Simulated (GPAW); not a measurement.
# TiO and the effect of the Hubbard U on Ti d

Space group Pm-3m (No. 221). a = 4.087 Å, b = 4.087 Å, c = 4.087 Å, α = 90.00°, β = 90.00°, γ = 90.00°
| atom | site | symmetry | x | y | z |
| --- | --- | --- | --- | --- | --- |
| Ti | 3c | 4/mm.m | 0.5000 | 0.0000 | 0.5000 |
| O | 3d | 4/mm.m | 0.0000 | 0.0000 | 0.5000 |

The cell comes from a database or a generator and needn't be the stable form of this composition.

Kept alike: task band structure; functional PBEsol; k mesh 7 × 7 × 7; occupations fermi-dirac, width 0.05 eV; no spin polarisation. Program: GPAW, PAW data sets generated for this functional, cutoff 800 eV. The mesh is that of the run's cell of 6 atoms. No spin-orbit coupling.

```csv
"Hubbard U on Ti d, U (eV)",pressure (GPa)
0,-7.11
1,-5.69
2,-4.20
3,-2.60
4,-1.01
6,2.27
8,5.78
```

Pressure is positive in compression; the values hold the error of the finite cutoff, so their zero can differ a little from the energy's minimum. U acts here on a shell without spin polarisation. For a metal such a mesh leaves the last digits unconverged. How U acts hangs on the program's projectors.

The pressure rises from -7.11 to 5.78 GPa between 0 and 8 eV. U localises the shell and weakens its bonds, so the cell pushes outwards.
